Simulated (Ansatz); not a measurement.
Mo: distorted cells

These are results of DFT PBEsol, scalar-relativistic, plane waves, PAW in Ansatz, not measurements.

Plane waves to 420 eV, a k mesh through Γ of 16×16×16 on the computed 1-atom cell and Gaussian smearing (0.10 eV); no spin polarisation.

Reference cell:

```yaml
crystal:
  lattice:
    - [0.00000, 2.01500, 2.01500]
    - [2.01500, 0.00000, 2.01500]
    - [2.01500, 2.01500, 0.00000]
  atoms:
    - { symbol: Mo, position: [0.00000, 0.00000, 0.00000] }
```

Each variant moves atoms of this cell by the vectors given, if any (Å), and then applies a symmetric strain (tensor components, Cartesian axes). The reference cell isn't relaxed at this level. Energies are per atom at zero smearing, counted from the lowest variant. Pressure is positive in compression.

1. strain (xx yy zz yz xz xy, %) 5.51 1.38 -1.58 0.00 6.00 0.00
2. strain (xx yy zz yz xz xy, %) -2.65 -4.79 -0.94 0.26 0.86 0.64
3. strain (xx yy zz yz xz xy, %) -4.89 -3.30 0.41 0.12 0.21 0.29

```
variant  ΔE (meV/atom) P (GPa) largest force (eV/Å) gap on mesh (eV) space group
      1              ?        ?                     ?                 ?            ?
      2           11.1     9.50                  0.00                 0          P-1
      3            0.0     7.65                  0.00                 0          P-1
```

Q: Give the withheld rows.

A:
| variant | ΔE (meV/atom) | P (GPa) | largest force (eV/Å) | gap on mesh (eV) | space group |
| --- | --- | --- | --- | --- | --- |
| 1 | 82.1 | -19.61 | 0.00 | 0 | C2/m |

This fcc form isn't the element's structure at ambient conditions.